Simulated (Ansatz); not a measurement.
Runs of Ansatz 0.2.0 on EuO. It takes space group Fm-3m (No. 225, cubic). The conventional cell has a = 5.144 Å, b = 5.144 Å, c = 5.144 Å, α = 90.00°, β = 90.00°, γ = 90.00°. Eu (site symmetry m-3m) is surrounded by 6 O at 2.57 Å. Around O (site symmetry m-3m) lie 6 Eu at 2.57 Å. 

```csv
task,level,spin,U,fixed moment (μB),cell,k mesh,smearing,points for each segment of the path,hubbard projectors,double counting,mesh quality,gap on the mesh (eV),pressure (GPa),moment (μB),relaxed volume (Å³/atom)
relaxation of cell and atoms,RPBE+D3(BJ),"collinear, ferromagnetic start",-,-,relaxed,9 × 9 × 9,fermi-dirac 0.05 eV,-,-,-,not flagged,-,0.0,6.82,(c)
relaxation of cell and atoms,RPBE+D4,"collinear, ferromagnetic start",-,-,relaxed,9 × 9 × 9,fermi-dirac 0.05 eV,-,-,-,not flagged,-,0.0,6.98,16.12
band structure,RPBE,"collinear, ferromagnetic start",-,-,as given,9 × 9 × 9,fermi-dirac 0.05 eV,14,-,-,not flagged,none,-0.6,6.99,-
single point,PBEsol,"collinear, ferromagnetic start",-,-,as given,9 × 9 × 9,gaussian 0.1 eV,-,-,-,not flagged,none,-9.1,6.97,-
single point,revPBE+D4+U,"collinear, program default start",Eu f U = 8 eV,0,as given,9 × 9 × 9,tetrahedron,-,ortho-atomic (the default),fll (the default),not flagged,-,-6.1,0.00,-
relaxation of cell and atoms,HSEsol,"collinear, ferromagnetic start",-,-,relaxed,5 × 5 × 5,fermi-dirac 0.05 eV,-,-,-,coarse,0.29,0.0,7.00,16.18
band structure,revPBE,"collinear, ferromagnetic start",-,-,as given,9 × 9 × 9,fermi-dirac 0.05 eV,14,-,-,not flagged,none,-1.5,6.99,-
relaxation of cell and atoms,PBEsol+D4,"collinear, ferromagnetic start",-,-,relaxed,9 × 9 × 9,fermi-dirac 0.05 eV,-,-,-,not flagged,-,0.0,6.86,(b)
relaxation of cell and atoms,revPBE,"collinear, ferromagnetic start",-,-,relaxed,9 × 9 × 9,fermi-dirac 0.05 eV,-,-,-,not flagged,-,0.0,6.98,(a)
band structure,BLYP,"collinear, ferromagnetic start",-,-,as given,9 × 9 × 9,fermi-dirac 0.05 eV,14,-,-,not flagged,none,0.0,6.95,-
band structure,HSEsol,"collinear, ferromagnetic start",-,-,as given,5 × 5 × 5,fermi-dirac 0.05 eV,4,-,-,coarse,-,-4.6,7.00,-
band structure,PBEsol,"non-collinear, ferromagnetic start, SOC",-,-,as given,7 × 7 × 7,fermi-dirac 0.05 eV,14,-,-,not flagged,none,-9.6,6.91,-
```

Alike in all rows: potentials or basis Ansatz PAW; cutoff (eV) 420.

Task: Estimate the missing entries.

Result: (a) 16.71; (b) 15.07; (c) 13.50.

Caveats: some runs use coarse meshes; the PAW data sets come from PBE, with cores solved anew for the run's functional, which leaves a small shift of forces and pressure; spin-orbit coupling is left out, which moves the levels of the heavy elements (some runs); a cell with one magnetic atom can't hold antiferromagnetic order, which such compounds often take (some runs); without U or exact exchange the open f shell lies at the Fermi level, which spoils levels, moments and volumes (some runs); the plane-wave basis is chosen anew once the cell has moved, so the energies of steps on either side of that aren't comparable (some runs); the magnetic or orbital state may not be the lowest (some runs); the thresholds are loose for stress (some runs).

A k mesh can miss the band edges, and rows without SOC leave out spin-orbit coupling on Eu.

A gap of «none» marks a metal or a gap under the smearing width.
